Before the energies of two metal calculations are subtracted, someone has to decide whether the runs may differ in occupation rule or width, and which of the printed energies to compare. For this In3Se crystal a Gaussian width of 0.1 eV lowers the free energy by 1 to 2 meV per atom. A Fermi-Dirac width of the same 0.1 eV lowers it by about 7, and a Fermi-Dirac width of 0.5 eV by well over 100. These sizes can be worked out on paper from one property of the metal.

In3Se in the Cu3Au structure (a = 4.804 Å) with fixed atoms, computed with Ansatz 0.2.0 using plane-wave PAW and scalar-relativistic PBE, without spin polarisation, at a cutoff of 420 eV and a 10×10×10 k mesh. The energy is extrapolated to zero smearing, and the free energy includes the entropy term. The reference for both is the run with Gaussian occupations of width 0.1 eV.

```
  occupation rule  occupation width (eV)  energy less reference (meV/atom)  free energy less reference (meV/atom)
      Fermi-Dirac                   0.01                             0.429                                   1.44
      Fermi-Dirac                    0.1                            -0.599                                  -5.55
      Fermi-Dirac                    0.3                              2.07                                  -54.8
      Fermi-Dirac                    0.5                              17.0                                   -166
         Gaussian                   0.02                             0.450                                   1.51
         Gaussian                    0.2                            -0.419                                  -3.17
         Gaussian                    0.3                            -0.874                                  -7.87
Methfessel-Paxton                   0.01                             0.491                                   1.68
Methfessel-Paxton                   0.05                             0.374                                   1.49
Methfessel-Paxton                    0.1                             0.114                                   1.19
             cold                   0.01                             0.483                                   1.66
      tetrahedron                      0                             -1.65                                 -0.462
```

The free energy contains the entropy term that comes with partly filled levels. The other energy column holds values from which the code has removed the leading effect of smearing, so it estimates the energy at zero width. Both columns are differences from the run with Gaussian occupations of 0.1 eV on the same k mesh. A positive entry therefore means "above that run", and measures no distance from a converged result. The crystal has the Cu3Au structure, in which symmetry forbids any force on the atoms, whatever the smearing.

**Fermi-Dirac rows: where the rule comes from**

At zero width the levels are full up to the Fermi level and empty above it. A finite width w spreads this step over a window of energies, and electrons just below the Fermi level move to states just above it. If the metal has g states per eV and atom there, roughly g·w electrons move, and each climbs by roughly w. The cost in band energy must then grow as g·w².

The exact form uses the variance m of the window, the mean square distance from its centre. For constant g the band energy rises by g·m/2. In the Fermi-Dirac case w is a temperature in energy units, and the entropy grows in proportion to it. Heat taken up at a steadily rising temperature adds up to half the final product of temperature and entropy, so the entropy term is twice the band energy cost. The other smearing rules define their entropy term so that the same balance holds.

change of free energy = g·m/2 − g·m = −g·m/2

The shape of the window enters only through its variance:

Fermi-Dirac: m = (π²/3)·w²
Gaussian: m = w²/2
Methfessel-Paxton and cold: m = 0

A Fermi-Dirac window is thus as broad as a Gaussian one with about 2.6 times the width. The same number typed into the input means very different things under the two rules.

The one parameter, g, was fitted to the three Gaussian rows and came out as 0.40 states per eV and atom, with an uncertainty of about 0.02. The reference has a variance of 0.1²/2 = 0.005 eV², which by the same rule lowers its own free energy by about 1 meV per atom. Every other run is compared with this lowered value, hence the 1 in the working formulas. With w in eV, the free energy less reference in meV per atom is

Fermi-Dirac: 1 − 660·w²
Gaussian: 1 − 100·w²
Methfessel-Paxton and cold: 1

Take the Fermi-Dirac row at 0.3 eV, which played no part in the fit. The square of the width is 0.09, and 660 times 0.09 is about 59, so the estimate is −58 meV per atom. The calculation gives −54.8, and the estimate is too large in size by about 6 %. A parameter learned from Gaussian shifts of a few meV has carried over to another window shape and a shift several times larger.

At 0.5 eV the rule comes within 2 % of the computed −166 meV per atom, which is better than its assumption deserves. The window now reaches more than 1 eV to either side of the Fermi level, where g need not be the same. The zero-width energy reveals the strain: it is off by 17 meV per atom, because the extrapolation removes only the part that grows as w². Theory puts a remainder of about the same size, with the opposite sign, into the free energy. The part that truly follows w² is then nearer 150 than 166, and the fitted g, somewhat too high for that part, has made up for the rest.

The error of the zero-width energy grows about eightfold between 0.3 and 0.5 eV, close to what a fourth power of the width would give. Two rows can agree with such a law but cannot establish it, and measured from the narrowest Fermi-Dirac row instead of the reference the growth is about tenfold. At 0.1 eV the difference is slightly negative and at 0.3 eV it is positive, so it passes through zero somewhere between. A very small error at such a width would come from cancellation and would be no sign of convergence.

**Gaussian rows: the gentle case**

For the Gaussian row at 0.2 eV the square of the width is 0.04, and the rule gives 1 − 4 = −3 meV per atom. The calculation gives −3.17. This row helped to fix g, so the agreement shows that the formula describes the Gaussian rows and is no independent test. Over the five rows with broad windows, Gaussian from 0.2 eV and Fermi-Dirac from 0.1 eV upwards, the largest miss is about 6 % of the computed shift.

A value of g can also be had with no smeared run at all. Counting 3 outer electrons for each In and 6 for Se gives 3.75 per atom. A free-electron gas of that density has a Fermi energy E of roughly 9.6 eV, and its density of states follows from

g = 3·(electrons per atom)/(2·E) ≈ 0.59 states per eV and atom

This is about one and a half times the fitted value, good enough here to tell 10 meV from 100 but not to correct an energy. In a transition metal a partly filled d shell can raise g to several times the free-electron value, and the estimate then fails. The rule itself also covers the limiting cases. A metal with twice the g has twice the shift, and a crystal whose gap is much wider than the window has almost none. When two metals are compared at the same rule and width, only the difference between their values of g survives.

**Narrow widths, Methfessel-Paxton and cold smearing**

Methfessel-Paxton and cold smearing use windows that dip below zero in places, shaped so that the variance vanishes. The leading shift is then gone by construction, whatever the value of g. Raising the Methfessel-Paxton width from 0.01 to 0.1 eV changes the free energy by only 0.5 meV per atom, while the same step with Fermi-Dirac occupations changes it by 7. What remains in the Methfessel-Paxton row at 0.1 eV, 1.19 meV per atom, is almost entirely the reference's own smearing term. Cold smearing appears only at 0.01 eV, too narrow to show this advantage.

At the narrowest widths the rules should all agree, since the occupations then approach the same sharp step. They do so to within about 0.3 meV per atom in free energy, but at 1.4 to 1.7 instead of the predicted 1. The rule is too low by up to 0.7 meV per atom, a small amount that is nevertheless some 40 % of the value. Its percentage accuracy is therefore worth quoting only for shifts of several meV.

The likely reason is that a k mesh supplies separate levels, not a smooth density of states. Judged by its entropy term, the Fermi-Dirac run at 0.01 eV sees about 1.1 states per eV and atom, while at 0.1 eV the same measure gives 0.37. A few mesh levels close to the Fermi level would produce this, although a real sharp peak in the density of states would do so too. A denser mesh would tell the two apart.

For the choice of settings, the zero-width energy is the safer column. It stays within 1 meV per atom of the reference in every smeared row except Fermi-Dirac at 0.3 and 0.5 eV. Free energies are best subtracted between runs with the same rule and the same small width. The hand correction shows roughly how far a mixed pair would be off, but at broad Fermi-Dirac widths it can itself miss by a few meV per atom.

**The tetrahedron row: outside the rule**

The tetrahedron method has no width. It interpolates the bands between mesh points, so the question of how far a window spreads the electrons does not arise. The rule would give +1 meV per atom for the free energy, and the calculation gives −0.46.

In the zero-width energy this row lies about 2 meV per atom below the narrowest smeared rows, although the mesh is the same. That gap may be a hint of how much the mesh itself still matters, which would make it larger than most of the smearing errors left after extrapolation. The hint is a weak one, because the run warns that its band table was not solved further. The output printed below lists the fit to the Gaussian rows and the estimate for each row.

The analysis program printed:

```
fit of free_energy_less_reference on 3 rows (ga): coefficient of lever 0.4 +/- 0.019; rms 0.341, worst Gaussian -0.55, leave-one-out rms 0.654
  rows outside the fit (model, value, miss): Fermi-Dirac 0.9342, 1.44, -0.506; Fermi-Dirac -5.58, -5.55, -0.0296; Fermi-Dirac -58.22, -54.8, -3.42; Fermi-Dirac -163.5, -166, 2.51; Methfessel-Paxton 1, 1.68, -0.68; Methfessel-Paxton 1, 1.49, -0.49; Methfessel-Paxton 1, 1.19, -0.19; cold 1, 1.66, -0.66; tetrahedron 1, -0.462, 1.46
Hand rule with 0.4 states/eV/atom, meV/atom:
                row  width_eV    rule  computed  rule_less_computed  miss_percent
        Fermi-Dirac      0.01  0.9342      1.44             -0.5058         35.12
        Fermi-Dirac       0.1   -5.58     -5.55            -0.02974        0.5358
        Fermi-Dirac       0.3  -58.22     -54.8              -3.418         6.237
        Fermi-Dirac       0.5  -163.5      -166               2.507          1.51
           Gaussian      0.02    0.96      1.51               -0.55         36.42
           Gaussian       0.2      -3     -3.17                0.17         5.363
           Gaussian       0.3      -8     -7.87               -0.13         1.652
  Methfessel-Paxton      0.01       1      1.68               -0.68         40.48
  Methfessel-Paxton      0.05       1      1.49               -0.49         32.89
  Methfessel-Paxton       0.1       1      1.19               -0.19         15.97
               cold      0.01       1      1.66               -0.66         39.76
        tetrahedron         0       1    -0.462               1.462         316.5
Fermi-Dirac coefficient of width squared in the hand rule, meV/atom per eV^2: 658
largest miss of the hand rule over the five broad rows, percent: 6.237
largest miss over the narrow, Methfessel-Paxton and cold rows, meV/atom: 0.68
free-electron density of states, states/eV/atom: 0.5852
free-electron value over the 0.4 of the hand rule: 1.463
half the entropy term of the reference itself, meV/atom: 1.192
density of states from the entropy term, Fermi-Dirac 0.01 eV, states/eV/atom: 1.075
density of states from the entropy term, Fermi-Dirac 0.1 eV, states/eV/atom: 0.3737
extrapolated energy error, Fermi-Dirac 0.5 over 0.3 eV, ratio: 8.213
same ratio for a fourth-power law: 7.716
```
